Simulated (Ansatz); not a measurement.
**wurtzite-structured PbO**

Computed with Ansatz (plane waves, PAW, 420 eV cutoff): PBE, scalar-relativistic, no spin polarisation, Γ-centred 10×10×6 mesh, 0.05 eV Gaussian smearing; PAW files: Ansatz's generated set soft_2.

```
Pb O
1.0
     4.19966    0.00000    0.00000
    -2.09983    3.63701    0.00000
     0.00000    0.00000    5.85094
Pb O
2 2
Cartesian
  2.0998 1.2123 0.0845
  0.0000 2.4247 3.0100
  2.0998 1.2123 3.5735
  0.0000 2.4247 0.6480
```

This is a trial structure; measured cells of the compound in the Crystallography Open Database are in space groups Pbcm, P4/nmm.

Elastic constants come from the stress of slightly strained cells with relaxed atoms, in GPa, Voigt order xx, yy, zz, yz, xz, xy in the Cartesian frame of the vectors above.

```
65.6 76.5 48.7  0.0  0.0  0.0
76.5 65.6 48.7  0.0  0.0  0.0
48.7 48.7 49.7  0.0  0.0  0.0
 0.0  0.0  0.0 15.5  0.0  0.0
 0.0  0.0  0.0  0.0 15.5  0.0
 0.0  0.0  0.0  0.0  0.0 -5.5
```

Is the crystal mechanically stable, and what are its polycrystalline moduli?

Unstable: the tensor has an eigenvalue of -11.0 GPa, so some strain lowers the energy and averaged moduli mean nothing. This holds for the static lattice at 0 K; thermal motion can hold such a phase at higher temperature.

It ran for 6.2 min on 2 threads of Arm Neoverse V1 (shared host), peak memory 0.57 GiB.

 Spin–orbit coupling, which matters for such heavy elements, is left out.
